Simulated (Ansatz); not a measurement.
CoO, 2 atoms in the cell. The structure is cubic, space group Fm-3m (No. 225). The conventional cell has a = 4.263 Å, b = 4.263 Å, c = 4.263 Å, α = 90.00°, β = 90.00°, γ = 90.00°. Co (site symmetry m-3m) is surrounded by 6 O at 2.13 Å. Around O (site symmetry m-3m) lie 6 Co at 2.13 Å. 

| Quantity | Value |
| --- | --- |
| Program | Ansatz 0.2.0 |
| Task | phonons |
| Functional | PBEsol |
| Potentials or basis | Ansatz PAW |
| Cutoff | 420 eV (not typed: the program's choice for these potentials) |
| k mesh | 10 × 10 × 10 |
| Occupations | fermi-dirac, width 0.05 eV |
| Spin | collinear spin, ferromagnetic start |
| Starting moments | [2.0, 0.0] μB |
| q mesh | 2 × 2 × 2 |
| Path | [["G", "X", "W", "K", "G", "L", "U", "W", "L", "K"], ["U", "X"]] |
| Points for each segment of the path | 8 |

Potentials or basis: Ansatz PAW.

Run with:

```bash
$ ansatz run input.yaml --threads 2 --pin off --max-ram 5632MiB --backend cpu --events-out ev --progress --plain --runs-dir out
```

Hardware: 2 threads of Arm Neoverse V1 (shared host).

Q: Estimate the wall time of this run.

A: It took 54 s on 2 threads of Arm Neoverse V1 (shared host), peak memory 0.78 GiB. Counts: scf iterations 9, plane waves 339, k points 47, bands 17.
